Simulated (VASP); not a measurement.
A run of VASP 6.6.1 is set up as follows.

File INCAR:

```
  PREC = Accurate
  ENCUT = 520
  EDIFF = 1E-7
  ISMEAR = 0
  SIGMA = 0.1
  LREAL = F
  LASPH = T
  NELM = 100
  ALGO = Fast
  ISIF = 2
  LWAVE = F
  LCHARG = F
  LDIPOL = T
  IDIPOL = 3
  DIPOL = 0.5 0.5 0.500
  GGA = PE
  IVDW = 12
  NBANDS = 11
```

Contents of KPOINTS:

```
Automatic mesh
0
Gamma
  21 21 1
```

The input POSCAR:

```
C
1.0
    2.4657189596      0.0000000000      0.0000000000
   -1.2328594798      2.1353752576      0.0000000000
    0.0000000000      0.0000000000     28.0000000000
C
2
Direct
    0.3333333333      0.6666666667      0.5000000000
    0.6666666667      0.3333333333      0.5000000000
```

Potentials or basis: VASP PAW PBE potentials, release 64 (C).

Command:

```bash
$ cat potpaw_PBE.64/C/POTCAR > POTCAR
$ mpirun -np 1 vasp_std > vasp.out
```

**Question.** Predict the dispersion energy per atom.

**Answer.** -0.089 eV.

**Question.** Predict the band gap on the k mesh.

**Answer.** None (metal or under the smearing width).
